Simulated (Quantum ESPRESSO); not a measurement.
# BeTe (F-43m) in Quantum ESPRESSO: notebook, part 2 of 2

Quantum ESPRESSO 7.5.

**4. Phonons and Raman activities, PBE**

File pw.in:

```
&CONTROL
  calculation = 'scf'
  prefix = 'pwscf'
  outdir = './tmp'
  pseudo_dir = './pseudo'
  tprnfor = .true.
  tstress = .true.
  disk_io = 'low'
  verbosity = 'high'
/
&SYSTEM
  ibrav = 0
  A = 3.91737157
  nat = 2
  ntyp = 2
  ecutwfc = 68
  ecutrho = 540
  nbnd = 10
  occupations = 'smearing'
  smearing = 'fd'
  degauss = 0.00367493
/
&ELECTRONS
  conv_thr = 4d-10
  electron_maxstep = 120
  mixing_beta = 0.5
/
ATOMIC_SPECIES
Te   127.6000 te_pbe_v1.uspp.F.UPF
Be     9.0122 be_pbe_v1.4.uspp.F.UPF
CELL_PARAMETERS alat
   0.0000000000    0.7071067808    0.7071067808
   0.7071067808    0.0000000000    0.7071067808
   0.7071067808    0.7071067808    0.0000000000
ATOMIC_POSITIONS alat
Te     1.0606601712    1.0606601712    1.0606601712
Be     0.0000000000    0.0000000000    0.0000000000
K_POINTS automatic
4 4 4 1 1 1
```

File relax.in:

```
&CONTROL
  calculation = 'vc-relax'
  prefix = 'pwscf'
  outdir = './tmp'
  pseudo_dir = './pseudo'
  tprnfor = .true.
  tstress = .true.
  disk_io = 'low'
  verbosity = 'high'
  nstep = 40
  forc_conv_thr = 0.0001
  etot_conv_thr = 1d-06
/
&SYSTEM
  ibrav = 0
  A = 3.91737157
  nat = 2
  ntyp = 2
  ecutwfc = 68
  ecutrho = 540
  nbnd = 10
  occupations = 'smearing'
  smearing = 'fd'
  degauss = 0.00367493
/
&ELECTRONS
  conv_thr = 4d-10
  electron_maxstep = 120
  mixing_beta = 0.5
/
&IONS
  ion_dynamics = 'bfgs'
/
&CELL
  cell_dynamics = 'bfgs'
  press = 0
  press_conv_thr = 0.2
/
ATOMIC_SPECIES
Te   127.6000 te_pbe_v1.uspp.F.UPF
Be     9.0122 be_pbe_v1.4.uspp.F.UPF
CELL_PARAMETERS alat
   0.0000000000    0.7071067808    0.7071067808
   0.7071067808    0.0000000000    0.7071067808
   0.7071067808    0.7071067808    0.0000000000
ATOMIC_POSITIONS alat
Te     1.0606601712    1.0606601712    1.0606601712
Be     0.0000000000    0.0000000000    0.0000000000
K_POINTS automatic
4 4 4 1 1 1
```

File scf2.in:

```
&CONTROL
  calculation = 'scf'
  prefix = 'pwscf'
  outdir = './tmp'
  pseudo_dir = './pseudo'
  tprnfor = .true.
  tstress = .true.
  disk_io = 'low'
  verbosity = 'high'
/
&SYSTEM
  ibrav = 0
  A = 4.00828462
  nat = 2
  ntyp = 2
  ecutwfc = 68
  ecutrho = 540
  nbnd = 10
  occupations = 'fixed'
/
&ELECTRONS
  conv_thr = 1d-13
  electron_maxstep = 120
  mixing_beta = 0.5
  startingpot = 'file'
  startingwfc = 'file'
/
ATOMIC_SPECIES
Te   127.6000 te_pbe_v1.uspp.F.UPF
Be     9.0122 be_pbe_v1.4.uspp.F.UPF
CELL_PARAMETERS alat
   0.0000000000    0.7071067810    0.7071067810
   0.7071067810    0.0000000000    0.7071067810
   0.7071067810    0.7071067810    0.0000000000
ATOMIC_POSITIONS alat
Te     1.0606601715    1.0606601715    1.0606601715
Be     0.0000000000    0.0000000000    0.0000000000
K_POINTS automatic
4 4 4 1 1 1
```

File ph.in:

```
raman of BeTe
&INPUTPH
  prefix = 'pwscf'
  outdir = './tmp'
  tr2_ph = 1d-16
  fildyn = 'dyn'
  niter_ph = 60
  alpha_mix(1) = 0.7
  epsil = .true.
/
0.0000000000 0.0000000000 0.0000000000
```

File dynmat.in:

```
&INPUT
  fildyn = 'dyn'
  asr = 'crystal'
  lperm = .true.
  filout = 'dynmat.disp'
  fileig = 'dynmat.eig'
/
```

File dynmat_lo.in:

```
&INPUT
  fildyn = 'dyn'
  asr = 'crystal'
  filout = 'dynmat_lo.disp'
  fileig = 'dynmat_lo.eig'
  q(1) = 0
  q(2) = 0
  q(3) = 1
/
```

File scf_1x+.in:

```
&CONTROL
  calculation = 'scf'
  prefix = 'pwscf'
  outdir = './tmp'
  pseudo_dir = './pseudo'
  tprnfor = .true.
  disk_io = 'low'
  verbosity = 'high'
/
&SYSTEM
  ibrav = 0
  A = 4.00828462
  nat = 2
  ntyp = 2
  ecutwfc = 68
  ecutrho = 540
  nbnd = 10
  occupations = 'fixed'
/
&ELECTRONS
  conv_thr = 1d-12
  electron_maxstep = 120
  mixing_beta = 0.5
/
ATOMIC_SPECIES
Te   127.6000 te_pbe_v1.uspp.F.UPF
Be     9.0122 be_pbe_v1.4.uspp.F.UPF
CELL_PARAMETERS alat
   0.0000000000    0.7071067810    0.7071067810
   0.7071067810    0.0000000000    0.7071067810
   0.7071067810    0.7071067810    0.0000000000
ATOMIC_POSITIONS alat
Te     1.0644024207    1.0606601715    1.0606601715
Be     0.0000000000    0.0000000000    0.0000000000
K_POINTS automatic
4 4 4 1 1 1
```

File eps_1x+.in:

```
dielectric tensor, atom 1 moved
&INPUTPH
  prefix = 'pwscf'
  outdir = './tmp'
  tr2_ph = 1d-15
  epsil = .true.
  trans = .false.
  zeu = .false.
/
0.0 0.0 0.0
```

File scf_1x-.in:

```
&CONTROL
  calculation = 'scf'
  prefix = 'pwscf'
  outdir = './tmp'
  pseudo_dir = './pseudo'
  tprnfor = .true.
  disk_io = 'low'
  verbosity = 'high'
/
&SYSTEM
  ibrav = 0
  A = 4.00828462
  nat = 2
  ntyp = 2
  ecutwfc = 68
  ecutrho = 540
  nbnd = 10
  occupations = 'fixed'
/
&ELECTRONS
  conv_thr = 1d-12
  electron_maxstep = 120
  mixing_beta = 0.5
/
ATOMIC_SPECIES
Te   127.6000 te_pbe_v1.uspp.F.UPF
Be     9.0122 be_pbe_v1.4.uspp.F.UPF
CELL_PARAMETERS alat
   0.0000000000    0.7071067810    0.7071067810
   0.7071067810    0.0000000000    0.7071067810
   0.7071067810    0.7071067810    0.0000000000
ATOMIC_POSITIONS alat
Te     1.0569179223    1.0606601715    1.0606601715
Be     0.0000000000    0.0000000000    0.0000000000
K_POINTS automatic
4 4 4 1 1 1
```

File eps_1x-.in:

```
dielectric tensor, atom 1 moved
&INPUTPH
  prefix = 'pwscf'
  outdir = './tmp'
  tr2_ph = 1d-15
  epsil = .true.
  trans = .false.
  zeu = .false.
/
0.0 0.0 0.0
```

Potentials or basis: GBRV 1.5 PBE.

Started as:

```console
$ OMP_NUM_THREADS=1 pw.x -in pw.in > pw.out
$ OMP_NUM_THREADS=1 pw.x -in relax.in > relax.out
$ OMP_NUM_THREADS=1 pw.x -in scf2.in > scf2.out
$ OMP_NUM_THREADS=1 ph.x -in ph.in > ph.out
$ OMP_NUM_THREADS=1 dynmat.x -in dynmat.in > dynmat.out
$ OMP_NUM_THREADS=1 dynmat.x -in dynmat_lo.in > dynmat_lo.out
$ OMP_NUM_THREADS=1 pw.x -in scf_1x+.in > scf_1x+.out
$ OMP_NUM_THREADS=1 ph.x -in eps_1x+.in > eps_1x+.out
$ OMP_NUM_THREADS=1 pw.x -in scf_1x-.in > scf_1x-.out
$ OMP_NUM_THREADS=1 ph.x -in eps_1x-.in > eps_1x-.out
$ OMP_NUM_THREADS=1 pw.x -in scf_1y+.in > scf_1y+.out
$ OMP_NUM_THREADS=1 ph.x -in eps_1y+.in > eps_1y+.out
$ OMP_NUM_THREADS=1 pw.x -in scf_1y-.in > scf_1y-.out
$ OMP_NUM_THREADS=1 ph.x -in eps_1y-.in > eps_1y-.out
$ OMP_NUM_THREADS=1 pw.x -in scf_1z+.in > scf_1z+.out
$ OMP_NUM_THREADS=1 ph.x -in eps_1z+.in > eps_1z+.out
$ OMP_NUM_THREADS=1 pw.x -in scf_1z-.in > scf_1z-.out
$ OMP_NUM_THREADS=1 ph.x -in eps_1z-.in > eps_1z-.out
```

pw.out:

```text
This program is part of the open-source Quantum ESPRESSO suite
     for quantum simulation of materials; please cite
[... 9 lines left out ...]
     --------------------
     sticks:   dense  smooth     PW     G-vecs:    dense   smooth      PW
[... 599 lines left out ...]
                                0.00   2847.95     -0.00
                                0.00     -0.00   2847.95

     local   stress (kbar)   6952.18      0.00      0.00
                                0.00   6952.18      0.00
                                0.00      0.00   6952.18

     nonloc. stress (kbar)  -4631.52      0.00      0.00
                               -0.00  -4631.52     -0.00
                                0.00     -0.00  -4631.52

     hartree stress (kbar)   1280.49      0.00      0.00
                                0.00   1280.49     -0.00
                                0.00     -0.00   1280.49

     exc-cor stress (kbar)   3748.77     -0.00     -0.00
                               -0.00   3748.77     -0.00
                               -0.00     -0.00   3748.77

     corecor stress (kbar)  -5631.58      0.00      0.00
                                0.00  -5631.58      0.00
                                0.00      0.00  -5631.58

     ewald   stress (kbar)  -4521.31     -0.00     -0.00
                               -0.00  -4521.31     -0.00
                               -0.00     -0.00  -4521.31

     hubbard stress (kbar)      0.00      0.00      0.00
                                0.00      0.00      0.00
                                0.00      0.00      0.00

     DFT-D   stress (kbar)      0.00      0.00      0.00
                                0.00      0.00      0.00
                                0.00      0.00      0.00

     XDM     stress (kbar)      0.00      0.00      0.00
                                0.00      0.00      0.00
                                0.00      0.00      0.00

     dft-nl  stress (kbar)      0.00      0.00      0.00
                                0.00      0.00      0.00
                                0.00      0.00      0.00

     TS-vdW  stress (kbar)      0.00      0.00      0.00
                                0.00      0.00      0.00
                                0.00      0.00      0.00

     MDB     stress (kbar)      0.00      0.00      0.00
                                0.00      0.00      0.00
                                0.00      0.00      0.00

     3D-RISM stress (kbar)      0.00      0.00      0.00
                                0.00      0.00      0.00
                                0.00      0.00      0.00

=------------------------------------------------------------------------------=
   JOB DONE.
=------------------------------------------------------------------------------=
```

It took 19 min on 1 thread of Arm Neoverse V1, shared host; peak memory 0.2 GiB.

Results:

| Quantity | Value |
| --- | --- |
| Free energy | -745.5822 eV |
| Relaxed volume | 22.77 Å³/atom |
| Relaxed cell | a = 4.008 Å, b = 4.008 Å, c = 4.008 Å, α = 60.00°, β = 60.00°, γ = 60.00° |
| Space group after relaxing (to 0.05 Å) | F-43m (No. 216) |
| Pressure after relaxing | 0.0 GPa |
| Electronic dielectric tensor (diagonal) | 7.59 |
| Born charges (mean of the diagonal) | Te -1.38; Be +1.35 e |
| Highest phonon frequency at Γ, LO-TO splitting left out | 460 cm⁻¹ |
| Static dielectric tensor (diagonal) | 8.73 |

Step by step:
```tsv
step	energy change (eV)	largest force (eV/Å)	pressure (GPa)	volume (Å³)
1	0.0000	0.0000	4.50	42.51
2	-0.0225	0.0000	2.87	43.49
3	-0.0365	0.0000	1.25	44.59
4	-0.0401	0.0000	0.08	45.47
5	-0.0402	0.0000	0.00	45.54
6	-0.0402	0.0000	0.00	45.54
```

Final structure:
```cif
data_structure
_symmetry_space_group_name_H-M 'P 1'
_symmetry_Int_Tables_number 1
_cell_length_a 4.0083
_cell_length_b 4.0083
_cell_length_c 4.0083
_cell_angle_alpha 60.000
_cell_angle_beta 60.000
_cell_angle_gamma 60.000
_cell_volume 45.54
loop_
_atom_site_label
_atom_site_type_symbol
_atom_site_fract_x
_atom_site_fract_y
_atom_site_fract_z
_atom_site_occupancy
Te1 Te 0.75000 0.75000 0.75000 1
Be1 Be 0.00000 0.00000 0.00000 1
```

Phonon frequencies in cm⁻¹ (negative: imaginary):
```csv
q point,frequencies
"(0.000, 0.000, 0.000)",4 4 4 460 460 460
```

Electronic dielectric tensor:
```
7.59 0.00 0.00
0.00 7.59 0.00
0.00 0.00 7.59
```

Born effective charge tensors (e):
atom 1, Te
```
-1.38  0.00  0.00
 0.00 -1.38  0.00
 0.00  0.00 -1.38
```
atom 2, Be
```
1.35 0.00 0.00
0.00 1.35 0.00
0.00 0.00 1.35
```

Optical modes at Γ, degenerate ones joined, polar ones without the macroscopic field:
```tsv
cm⁻¹	components	symmetry	active in	IR intensity, summed ((D/Å)²/amu)
460	3	T2	IR and Raman	15.35
```

Zone-centre frequencies without and with the macroscopic field along z (cm⁻¹):
|  | optical modes in rising order |
| --- | --- |
| without | 460 460 460 |
| with the field | 460 460 493 |

Static dielectric tensor, electrons and zone-centre modes:
```
8.73 0.00 0.00
0.00 8.73 0.00
0.00 0.00 8.73
```

Non-resonant Raman activities from finite differences of the dielectric tensor, degenerate modes summed:
```
cm⁻¹  modes  symmetry  activity (Å⁴/amu)
 460      3        T2              495.3
```

Volume times the derivative of the susceptibility by an atom's move (Å²), components over 0.05:
| atom | move | component | value |
| --- | --- | --- | --- |
| 1 Te | x | yz | -8.14 |
| 1 Te | y | xz | -8.14 |
| 1 Te | z | xy | -8.14 |
| 2 Be | x | yz | 8.14 |
| 2 Be | y | xz | 8.14 |
| 2 Be | z | xy | 8.14 |

Caveat: the k mesh is coarse. Spin-orbit coupling is left out, which matters for the levels of Te.

**5. Overview**

| task | level | potentials or basis | cell | k mesh | cutoff (eV) | form of the LDA correlation | mixing mode | k points per string | iterations | mixing ndim | other keys | mesh quality | pressure (GPa) |
| --- | --- | --- | --- | --- | --- | --- | --- | --- | --- | --- | --- | --- | --- |
| Berry-phase polarisation | LDA | GBRV 1.5 LDA | relaxed | 4 × 4 × 4 | 612 | PZ81 | TF | 8 × 8 × 8 | - | - | mixing_mode = TF | coarse | 1.3 |
| energy-loss spectrum | LDA | GBRV 1.5 LDA | volume scaled by 0.88 | 5 × 5 × 5, shifted | 612 | PZ81 | - | - | 300 | 2 | mixing_ndim = 2; k = 5 × 5 × 5 | not flagged | 11.8 |
| phonons and Raman activities | PBE | GBRV 1.5 PBE | relaxed | 4 × 4 × 4, shifted | 925 | - | - | - | - | - | ecut_scale = 1.5; verbose = yes | coarse | 0.0 |

Alike in all rows: no spin polarisation; smearing fermi-dirac 0.05 eV.

Caveats: some runs use coarse meshes; with symmetry on, the polarisation can be off by several percent (some runs); spin-orbit coupling is left out, which moves the levels of the heavy elements (some runs).

Total energies depend on the potentials used, so only differences within one code and one set of settings carry meaning.
